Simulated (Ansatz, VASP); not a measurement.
# As: VASP beside Ansatz

```xyz
2
Lattice="1.8808 1.0859 3.5141 -1.8808 1.0859 3.5141 0.0000 -2.1718 3.5141" Properties=species:S:1:pos:R:3 pbc="T T T"
As   -0.0243   -0.0316    2.3523
As    0.0000    0.0160    8.1497
```

Change from the starting cell: atoms moved at random, drawn with an rms of 0.05 Å.

Alike in both runs: task single point; functional PBE; k mesh 9 × 9 × 9; occupations fermi-dirac, width 0.05 eV; no spin polarisation.

|  | VASP | Ansatz |
| --- | --- | --- |
| version | VASP 6.6.1 | Ansatz 0.2.0 |
| potentials or method | VASP PAW PBE potentials, release 64 (As), cutoff 520 eV | all-electron LAPW, scalar-relativistic |

```tsv
	VASP	Ansatz	Ansatz less VASP
gap on the k mesh at the Fermi level (eV)	none	none	-
pressure (GPa)	4.7	4.3	-0.34
largest component of the traceless stress (GPa)	1.37	1.34	-0.034
rms of the force components (eV/Å)	0.450	0.413	-0.0365
```

Atom by atom the forces differ by 0.038 eV/Å (rms over components). A gap of «none» marks a metal or a gap that the smearing closes. Ansatz ran all-electron here, so the differences hold the error of VASP's frozen core and of both bases.
